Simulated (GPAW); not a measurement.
# SnO2 (Pa-3) in GPAW: reference runs

Aim: a first look at SnO2 with PBE, on the cell as given.

Everything below comes from runs of GPAW 26.7.0. Logs are shortened: lines on timing, memory, paths and dates and some standing lists are left out, and cuts for length are marked. The log counts tension as positive stress, the text compression.

## (1) The structure

The structure is cubic, space group Pa-3 (No. 205). Conventional cell: a = 5.175 Å, b = 5.175 Å, c = 5.175 Å, α = 90.00°, β = 90.00°, γ = 90.00°. Sn (site symmetry -3) is surrounded by 6 O at 2.11 Å. Around O (site symmetry 3) lie 3 Sn at 2.11 Å.

Measurements of this composition are mostly on another form, of space group No. 136.

## (2) Single point, PBE

run.py reads:

```python
from ase import Atoms
from ase.dft.bandgap import bandgap
from ase.io import write
from ase.units import Bohr, GPa
from gpaw import GPAW, PW
from gpaw.elf import elf_from_dft_calculation

atoms = Atoms(['Sn', 'Sn', 'Sn', 'Sn', 'O', 'O', 'O', 'O', 'O', 'O', 'O', 'O'],
              cell=[[5.175256, 0.0, 0.0],
                    [0.0, 5.175256, 0.0],
                    [0.0, 0.0, 5.175256]],
              scaled_positions=[[0.0, 0.0, 0.0],
                                [0.5, 0.0, 0.5],
                                [0.5, 0.5, 0.0],
                                [0.0, 0.5, 0.5],
                                [0.661098, 0.838902, 0.161098],
                                [0.838902, 0.161098, 0.661098],
                                [0.161098, 0.661098, 0.838902],
                                [0.338902, 0.338902, 0.338902],
                                [0.661098, 0.661098, 0.661098],
                                [0.838902, 0.338902, 0.161098],
                                [0.161098, 0.838902, 0.338902],
                                [0.338902, 0.161098, 0.838902]],
              pbc=True)

calc = GPAW(mode=PW(800),
            xc='PBE',
            kpts={'size': (5, 5, 5), 'gamma': True},
            occupations={'name': 'fermi-dirac', 'width': 0.05},
            nbands=81,
            convergence={'density': 1e-05, 'energy': 1e-05},
            maxiter=150,
            txt='gpaw.txt')
atoms.calc = calc
energy = atoms.get_potential_energy()
forces = atoms.get_forces()
stress = atoms.get_stress()
calc.write('gs.gpw')
write('result.traj', atoms)
print(f'Energy: {energy:.6f} eV')
print('Forces (eV/A):')
print(forces.round(4))
print('Stress (GPa):', (stress / GPa).round(3))
print('Fermi level:', round(calc.get_fermi_level(), 4), 'eV')
print(f'Gap: {bandgap(calc)[0]:.4f} eV, direct: {bandgap(calc, direct=True)[0]:.4f} eV')

# fields on the real-space grid
write('density.cube', atoms, data=calc.get_pseudo_density() * Bohr**3)
write('potential.cube', atoms, data=calc.get_electrostatic_potential())
write('elf.cube', atoms, data=elf_from_dft_calculation(calc).data)
```

Potentials or basis: GPAW PAW data sets (gpaw-data 1.2.1), pw.

Started as:

```console
OMP_NUM_THREADS=1 python run.py
```

gpaw.txt:

```text
__  _  _
 | _ |_)|_||  |
 |__||  | ||/\| - 26.7.0

Input parameters:
  mode=PW(ecut=800.0),
  convergence={'density': 1e-05, 'energy': 1e-05},
  kpts=MonkhorstPack(size=(5, 5, 5), gamma=True),
  maxiter=150,
  nbands=81,
  occupations=Occupations(name='fermi-dirac', width=0.05),
  xc=XC(name='PBE')

Diagonalizing LCAO Hamiltonian
Converting LCAO to pw mode
    .------------.
   /|            |
  / |O           |
 *  | O     O    |
 |  | O          |
 |Sn|       O    |
 |  .-OSn---O----.
 | /         O  /
 |/      Sn    /
 Sn-----------*

Atoms  # Å, Bohr magnetons
|    | symbol |        x |        y |        z |    initial magnetic moments |
|----|--------|----------|----------|----------|-----------------------------|
|  0 |     Sn | 0.000000 | 0.000000 | 0.000000 | ( 0.0000,  0.0000,  0.0000) |
|  1 |     Sn | 2.587628 | 0.000000 | 2.587628 | ( 0.0000,  0.0000,  0.0000) |
|  2 |     Sn | 2.587628 | 2.587628 | 0.000000 | ( 0.0000,  0.0000,  0.0000) |
|  3 |     Sn | 0.000000 | 2.587628 | 2.587628 | ( 0.0000,  0.0000,  0.0000) |
|  4 |      O | 3.421351 | 4.341533 | 0.833723 | ( 0.0000,  0.0000,  0.0000) |
|  5 |      O | 4.341533 | 0.833723 | 3.421351 | ( 0.0000,  0.0000,  0.0000) |
|  6 |      O | 0.833723 | 3.421351 | 4.341533 | ( 0.0000,  0.0000,  0.0000) |
|  7 |      O | 1.753905 | 1.753905 | 1.753905 | ( 0.0000,  0.0000,  0.0000) |
|  8 |      O | 3.421351 | 3.421351 | 3.421351 | ( 0.0000,  0.0000,  0.0000) |
|  9 |      O | 4.341533 | 1.753905 | 0.833723 | ( 0.0000,  0.0000,  0.0000) |
| 10 |      O | 0.833723 | 4.341533 | 1.753905 | ( 0.0000,  0.0000,  0.0000) |
| 11 |      O | 1.753905 | 0.833723 | 4.341533 | ( 0.0000,  0.0000,  0.0000) |

Unit cell  # Å
| periodic |        x |        y |        z |  lengths |    angles |
|----------|----------|----------|----------|----------|-----------|
|      yes | 5.175256 | 0.000000 | 0.000000 | 5.175256 | 90.000000 |
|      yes | 0.000000 | 5.175256 | 0.000000 | 5.175256 | 90.000000 |
|      yes | 0.000000 | 0.000000 | 5.175256 | 5.175256 | 90.000000 |

Number of symmetries: 6
Symmetry operations  # r_c * U_cc + t_c -> r_c
|   | kind |            matrix            |
|---|------|------------------------------|
| 0 |  E   |  1, 0, 0,  0, 1, 0,  0, 0, 1 |
| 1 |  C3  |  0, 1, 0,  0, 0, 1,  1, 0, 0 |
| 2 |  C3  |  0, 0, 1,  1, 0, 0,  0, 1, 0 |
| 3 |  S6  |  0, 0,-1, -1, 0, 0,  0,-1, 0 |
| 4 |  S6  |  0,-1, 0,  0, 0,-1, -1, 0, 0 |
| 5 |  i   | -1, 0, 0,  0,-1, 0,  0, 0,-1 |

BZ-sampling:
  Number of BZ points: 125
  Number of IBZ points: 23

  Monkhorst-Pack size: [5, 5, 5]
  Monkhorst-Pack shift: [0, 0, 0]

K-points  # in reciprocal-cell coordinates
|     |                                coordinates |     weight |
|-----|--------------------------------------------|------------|
|   0 | (  0.00000000,   0.00000000,   0.00000000) | 0.00800000 |
|   1 | (  0.20000000,   0.00000000,  -0.20000000) | 0.04800000 |
|   2 | (  0.20000000,   0.00000000,   0.00000000) | 0.04800000 |
|   3 | (  0.20000000,   0.20000000,  -0.20000000) | 0.04800000 |
|   4 | (  0.20000000,   0.20000000,   0.00000000) | 0.04800000 |
|   5 | (  0.20000000,   0.20000000,   0.20000000) | 0.01600000 |
|   6 | (  0.40000000,  -0.20000000,  -0.40000000) | 0.04800000 |
|   7 | (  0.40000000,  -0.20000000,  -0.20000000) | 0.04800000 |
|   8 | (  0.40000000,  -0.20000000,   0.00000000) | 0.04800000 |
|   9 | (  0.40000000,  -0.20000000,   0.20000000) | 0.04800000 |
| ... |                                            |            |
|  22 | (  0.40000000,   0.40000000,   0.40000000) | 0.01600000 |

Plane wave coefficients: 7138
Cutoff: 800.0 eV

Spin-components: 1 (collinear spins)
Bands:           81
Projectors:      64
Spin-degeneracy: 2
Datatype:        complex128

Parallelization:
  kpt:    1
  domain: 1
  band:   1

Density:
  Valence electrons: 104.0
  Components: 1
  Grid points: [35 35 35]
  Charge: 0.0  # |e|

Potential:
  Grid points: [35 35 35]

species:
  Sn:
    name:    Tin
    Z:       50.0
    valence: 14
    core:    36
    charge:  0.0  # [|e|]
    compensation charges:
      type: gauss
      rc: 0.38  # [Å]
      lmax: 2
    cutoffs:
      filter: 2.23  # [Å]
      core: 2.35  # [Å]
    projectors
    | kind |    occ | energy [eV] | rcut [Å] |
    |------|--------|-------------|----------|
    |   5s |  2.000 |     -10.538 |    1.201 |
    |   5p |  2.000 |      -3.696 |    1.270 |
    |   4d | 10.000 |     -25.845 |    1.185 |
    |    s |        |      16.674 |    1.201 |
    |    p |        |      23.515 |    1.270 |
    |    d |        |       1.367 |    1.185 |

    Using partial waves for Sn as LCAO basis

  O:
    name:    Oxygen
    Z:       8.0
    valence: 6
    core:    2
    charge:  0.0  # [|e|]
    compensation charges:
      type: gauss
      rc: 0.21  # [Å]
      lmax: 2
    cutoffs:
      filter: 1.17  # [Å]
      core: 0.83  # [Å]
    projectors
    | kind |    occ | energy [eV] | rcut [Å] |
    |------|--------|-------------|----------|
    |   2s |  2.000 |     -23.961 |    0.688 |
    |   2p |  4.000 |      -9.029 |    0.598 |
    |    s |        |       3.251 |    0.688 |
    |    p |        |      18.182 |    0.598 |
    |    d |        |       0.000 |    0.619 |

    Using partial waves for O as LCAO basis

Reference energy: -688369.591638  # eV

eigensolver:
  PPCG
  Converge bands: occupied
  niter=2

density mixing:
  MSR1-Mixer
  Pratt-step length: 0.05
  Maximum mixing coefficient: 0.75
  Old densities: 10
  SVD Regularization: 0.005
  Good broyden scale: 1.0
  Trust region scale: 1.0
  Backstep threshold: 4.0
  History deletion threshold: 6.0
  Fourier metric: weight=20.0, sigma=0.015

occupation numbers:
  Fermi-Dirac:
    width: 0.0500  # eV

poisson solver:
  ecut: 6400.0  # eV

xc functional:
  name: PBE with 2 nearest neighbor stencil

convergence criteria:
[... 6 lines left out ...]
|iter     | |      energy | eigst |  dens |
|---------|-|-------------|-------|-------|
|iter:   1| |  -87.843460 | +0.48 |       |
|iter:   2| |  -84.841829 | -0.98 | -0.87 |
|iter:   3| |  -76.548901 | -0.42 | -0.93 |
|iter:   4| |  -76.463772 | -1.95 | -1.46 |
|iter:   5| |  -76.480362 | -3.16 | -1.78 |
|iter:   6| |  -76.481578 | -4.26 | -2.77 |
|iter:   7| |  -76.481784 | -4.97 | -3.23 |
|iter:   8| |  -76.481675c| -5.48 | -3.47 |
|iter:   9| |  -76.481677c| -6.84 | -4.30 |
|iter:  10| |  -76.481677c| -7.51c| -4.86 |
|iter:  11| |  -76.481677c| -7.77c| -5.30c|

Converged in 11 steps
Energy contributions relative to reference atoms: (reference = -688369.591638)

Energy contributions:
  Kinetic:         115.695852
  Coulomb:        -104.188198
  Zero:              0.748321
  External:          0.000000
  Xc:              -88.737550
  Entropy:          -0.000206
  Spinorbit:         0.000000
  ----------------------------
  Free energy:     -76.481780
  Extrapolated:    -76.481677

dipole moment: (-33.879930, -33.879930, -33.879930)  # |e|*Ang

Fermi level: 6.883
Eigenvalues  # (at kpt = [0.000, 0.000, 0.000])
| band index |      eig [eV] | occ [0-2] |
|------------|---------------|-----------|
|          0 |       -14.311 |     2.000 |
|        ... |               |           |
|         44 |         5.464 |     2.000 |
|         45 |         5.464 |     2.000 |
|         46 |         5.776 |     2.000 |
|         47 |         5.776 |     2.000 |
|         48 |         6.206 |     2.000 |
|         49 |         6.428 |     2.000 |
[... 8 lines left out ...]
|         58 |        13.852 |     0.000 |
|         59 |        15.035 |     0.000 |
|        ... |               |           |
|         80 |        25.895 |     0.000 |

Gap: 0.598 eV
Transition (v -> c):
  (s=0, k=12, n=51, [0.40, 0.00, 0.00]) -> (s=0, k=0, n=52, [0.00, 0.00, 0.00])
Direct/indirect transitions are different
Direct gap: 0.657 eV
Transition at: (s=0, k=0, n=51, [0.00, 0.00, 0.00])

Forces  # eV/Ang
|        x |        y |        z |
|----------|----------|----------|
|  0.00000 |  0.00000 |  0.00000 |  # Sn   0
|  0.00000 |  0.00000 |  0.00000 |  # Sn   1
| -0.00000 |  0.00000 | -0.00000 |  # Sn   2
| -0.00000 |  0.00000 |  0.00000 |  # Sn   3
|  0.00185 | -0.00204 |  0.00205 |  # O    4
| -0.00204 |  0.00205 |  0.00185 |  # O    5
|  0.00205 |  0.00185 | -0.00204 |  # O    6
| -0.00186 | -0.00186 | -0.00186 |  # O    7
|  0.00186 |  0.00186 |  0.00186 |  # O    8
| -0.00205 | -0.00185 |  0.00204 |  # O    9
|  0.00204 | -0.00205 | -0.00185 |  # O   10
| -0.00185 |  0.00204 | -0.00205 |  # O   11

Stress tensor  # eV/Ang^3
|         x |         y |         z |
|-----------|-----------|-----------|
|  0.012735 | -0.000001 | -0.000001 |
| -0.000001 |  0.012735 | -0.000001 |
| -0.000001 | -0.000001 |  0.012735 |

# Writing to gs.gpw (mode='')
```

It took 4.9 min on 1 thread of Arm Neoverse V2, shared host; peak memory 0.5 GiB.

Results:

| Quantity | Value |
| --- | --- |
| Free energy | -76.4818 eV |
| Pressure | -2.0 GPa |
| Largest force | 0.003 eV/Å |
| Band gap on the k mesh | 0.60 eV, indirect (least direct gap 0.66 eV) |

Forces in eV/Å, atoms in the order of the input:
```
Sn   0.000  0.000  0.000
Sn   0.000  0.000  0.000
Sn   0.000  0.000  0.000
Sn   0.000  0.000  0.000
O    0.002 -0.002  0.002
O   -0.002  0.002  0.002
O    0.002  0.002 -0.002
O   -0.002 -0.002 -0.002
O    0.002  0.002  0.002
O   -0.002 -0.002  0.002
O    0.002 -0.002 -0.002
O   -0.002  0.002 -0.002
```

Caveat: spin-orbit coupling is left out, which moves the levels of the heavy elements; an odd mesh through Γ misses points on the zone boundary, where band edges often lie. A hybrid or GW would open this gap; PBE tends to underestimate it.
